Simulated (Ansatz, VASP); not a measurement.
# Two plane-wave programs on Ag

```
Ag
1.0
     0.00000    2.00265    2.00265
     2.00265    0.00000    2.00265
     2.00265    2.00265    0.00000
Ag
1
Cartesian
  0.0000 0.0000 0.0000
```

Alike in both runs: functional LDA; k mesh 8 × 8 × 8; occupations gaussian, width 0.1 eV; no spin polarisation.

Ansatz relaxed the structure, and its values are those at the end. VASP's run is a single point on that final structure, the one shown.

```csv
,VASP,Ansatz
version,VASP 6.6.1,Ansatz 0.2.0
potentials or method,"VASP PAW LDA potentials, release 64 (Ag)","scalar-relativistic, plane waves, PAW"
plane-wave cutoff (eV),520,420
valence electrons in the cell,11,19
```

VASP gave:

| Property | Result |
| --- | --- |
| gap on the k mesh at the Fermi level (eV) | none |
| pressure (GPa) | 0.5 |

Q: Which values does Ansatz return?

A: gap on the k mesh at the Fermi level (eV): none; pressure (GPa): 0.3.

A gap of «none» marks a metal or a gap that the smearing closes. The two sets of potentials don't hold the same shells in valence.
